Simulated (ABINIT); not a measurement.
Crystal: TiCo.

```
CELL_PARAMETERS angstrom
2.98611 0.00000 0.00000
0.00000 2.98611 0.00000
0.00000 0.00000 2.98611
ATOMIC_POSITIONS crystal
Co 0.50000 0.50000 0.50000
Ti 0.00000 0.00000 0.00000
```

The cell comes from a database or a generator and needn't be the stable form of this composition.

Alike in all runs: program ABINIT 10.8.3 (patched build); functional PBE; potentials or basis JTH PAW PBE v2.0; cutoff 707 eV; k mesh 9 × 9 × 9; occupations fermi-dirac, width 0.05 eV.

Starts and where they ended:

```csv
start,free energy over the lowest (meV/atom),net moment (μB),site or absolute moments (μB),gap
"collinear spin, ferrimagnetic start of up to 2 μB",0.0,0.82,Co +0.92; Ti -0.03,none (metal or under the smearing width)
no spin polarisation,24.1,-,-,none (metal or under the smearing width)
"collinear spin, ferromagnetic start of up to 2 μB",0.0,0.82,Co +0.92; Ti -0.03,none (metal or under the smearing width)
"collinear spin, antiferromagnetic start of up to 2 μB",0.0,0.82,Co +0.92; Ti -0.03,none (metal or under the smearing width)
"collinear spin, ferromagnetic start of up to 5 μB",0.0,0.82,Co +0.92; Ti -0.03,none (metal or under the smearing width)
```

Allowing spin polarisation gains 24 meV/atom. A still lower state may exist.

Caveats: small starting moments can end in a higher magnetic state in this program (some runs); the moment fell far below its start of 5 μB, so a state of higher moment may lie lower in energy (some runs).
